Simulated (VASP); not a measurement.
Set up this calculation in VASP 6.6.1, as the native input.

```
Task                               : band structure
Functional                         : HSE06
Potentials or basis                : VASP PAW PBE potentials, release 64 (Si)
Cutoff                             : 520 eV
k mesh                             : 6 × 6 × 4
Occupations                        : gaussian, width 0.02 eV
Spin                               : no spin polarisation
Ladder                             : gaps
Grid for exact exchange (PRECFOCK) : Fast
Screening parameter                : 0.2 1/A
Further INCAR settings             : ALGO = Normal; EDIFF = 1e-06; NBANDS = 16
```

Crystal: Si.

```xyz
4
Lattice="3.8313 0.0000 0.0000 -1.9157 3.3180 0.0000 0.0000 0.0000 6.3326" Properties=species:S:1:pos:R:3 pbc="T T T"
Si    1.9157    1.1060    5.9336
Si    0.0000    2.2120    2.7673
Si    1.9157    1.1060    3.5653
Si    0.0000    2.2120    0.3990
```

This isn't the form of Si at room conditions, which is diamond.

These files were run (other wordings do the same):

POSCAR

```
Si
1.0
    3.8313174605      0.0000000000      0.0000000000
   -1.9156587303      3.3180182508      0.0000000000
    0.0000000000      0.0000000000      6.3326220002
Si
4
Direct
    0.6666666667      0.3333333333      0.9369905000
    0.3333333333      0.6666666667      0.4369905000
    0.6666666667      0.3333333333      0.5630095000
    0.3333333333      0.6666666667      0.0630095000
```

INCAR.step1

```
SYSTEM = Si
PREC = Accurate
ENCUT = 520
EDIFF = 1E-5
ISMEAR = 0
SIGMA = 0.02
LREAL = .FALSE.
LASPH = .TRUE.
NELM = 80
ALGO = Normal
ISIF = 2
LWAVE = .TRUE.
LCHARG = .FALSE.
NBANDS = 16
GGA = PE
KPAR = 4
```

INCAR.step2

```
SYSTEM = Si
PREC = Accurate
ENCUT = 520
EDIFF = 1E-6
ISMEAR = 0
SIGMA = 0.02
LREAL = .FALSE.
LASPH = .TRUE.
NELM = 80
ALGO = Normal
ISIF = 2
LWAVE = .FALSE.
LCHARG = .FALSE.
GGA = PE
LHFCALC = .TRUE.
HFSCREEN = 0.2
PRECFOCK = Fast
NBANDS = 16
ISTART = 1
KPAR = 4
```

KPOINTS

```
Automatic mesh
0
G
  6 6 4
  0 0 0
```

KPOINTS_OPT

```
path GMKGALHA,LM,KH
8
line-mode
reciprocal
 0.0000000000  0.0000000000  0.0000000000  G
 0.5000000000  0.0000000000  0.0000000000  M

 0.5000000000  0.0000000000  0.0000000000  M
 0.3333333333  0.3333333333  0.0000000000  K

 0.3333333333  0.3333333333  0.0000000000  K
 0.0000000000  0.0000000000  0.0000000000  G

 0.0000000000  0.0000000000  0.0000000000  G
 0.0000000000  0.0000000000  0.5000000000  A

 0.0000000000  0.0000000000  0.5000000000  A
 0.5000000000  0.0000000000  0.5000000000  L

 0.5000000000  0.0000000000  0.5000000000  L
 0.3333333333  0.3333333333  0.5000000000  H

 0.3333333333  0.3333333333  0.5000000000  H
 0.0000000000  0.0000000000  0.5000000000  A

 0.5000000000  0.0000000000  0.5000000000  L
 0.5000000000  0.0000000000  0.0000000000  M

 0.3333333333  0.3333333333  0.0000000000  K
 0.3333333333  0.3333333333  0.5000000000  H
```

Potentials or basis: VASP PAW PBE potentials, release 64 (Si).

The run is started by

```console
$ cat potpaw_PBE.64/Si/POTCAR > POTCAR
$ cp INCAR.step1 INCAR
$ mpirun -np 4 vasp_std > vasp.out
$ cp INCAR.step2 INCAR
$ mpirun -np 4 vasp_std > vasp.out
```

It gave:

| Quantity | Value |
| --- | --- |
| Pressure | -0.4 GPa |
| Largest force | 0.023 eV/Å |
| Band gap on the k mesh | 0.99 eV, indirect (least direct gap 1.71 eV) |
| Band gap along the path | 0.99 eV, indirect (least direct gap 1.71 eV) |

Caveat: the PAW data sets were made with another functional, which shifts forces and pressure a little.

It took 11 min on 4 MPI ranks on Intel(R) Xeon(R) Platinum 8559C (Emerald Rapids) (shared host), peak memory 0.38 GiB a rank.
